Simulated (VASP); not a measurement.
Wanted: the native input for a VASP 6.6.1 run.

* Task: relaxation of cell and atoms
* Functional: PBE
* Dispersion: MBD
* Potentials or basis: VASP PAW PBE potentials, release 64 (Sb, Ga_d)
* Cutoff: 600 eV
* k mesh: 8 × 8 × 8
* Occupations: fermi-dirac, width 0.05 eV
* Spin: no spin polarisation
* Further INCAR settings: ALGO = Normal; EDIFF = 1e-06; IBRION = 2; EDIFFG = -0.005; NSW = 60; ISIF = 3

The structure of GaSb lies in POSCAR:

```
GaSb
1.0
    0.0000000000      3.0590000000      3.0590000000
    3.0590000000      0.0000000000      3.0590000000
    3.0590000000      3.0590000000      0.0000000000
Sb Ga
1 1
Direct
    0.7500000000      0.7500000000      0.7500000000
    0.0000000000      0.0000000000      0.0000000000
```

One way to write it, as run:

INCAR

```
PREC     = Accurate       # precision mode
ENCUT    = 600            # plane-wave cutoff, eV
EDIFF    = 1E-6           # SCF threshold, eV
ISMEAR   = -1             # smearing method
SIGMA    = 0.05           # smearing width, eV
LREAL    = F              # projectors in reciprocal space
LASPH    = T              # aspherical terms in the spheres
NELM     = 80             # most SCF steps
ALGO     = Normal         # electronic algorithm
ISIF     = 3              # what is computed and relaxed
LWAVE    = F              # write WAVECAR
LCHARG   = F              # write CHGCAR
GGA      = PE             # functional
IVDW     = 202            # dispersion correction
IBRION   = 2              # ionic algorithm
NSW      = 60             # ionic steps
EDIFFG   = -0.005         # ionic threshold
```

KPOINTS

```
Automatic mesh
0
Gamma
  8 8 8
```

Potentials or basis: VASP PAW PBE potentials, release 64 (Sb, Ga_d).

The run is started by

```console
$ cat potpaw_PBE.64/Sb/POTCAR potpaw_PBE.64/Ga_d/POTCAR > POTCAR
$ mpirun -np 1 vasp_std > vasp.out
```

Results of the run:

```json
{
 "Relaxed volume": "29.11 Å³/atom",
 "Relaxed cell": "a = 4.350 Å, b = 4.350 Å, c = 4.350 Å, α = 60.00°, β = 60.00°, γ = 60.00°",
 "Space group after relaxing (to 0.05 Å)": "F-43m (No. 216)",
 "Energy gained by relaxing": "1.3 meV/atom",
 "Ionic steps": "4",
 "Pressure after relaxing": "0.0 GPa",
 "Band gap on the k mesh": "none (metal or under the smearing width)",
 "Hirshfeld charges": "Sb -0.04; Ga +0.04 e",
 "Dispersion energy per atom": "-0.276 eV"
}
```

Caveat: this crystal is a semiconductor, whose small gap the functional closes, so the metal is an error of the method.

It took 55 s on 1 thread of Intel(R) Xeon(R) 6975P-C (Granite Rapids) (shared host), peak memory 0.21 GiB.
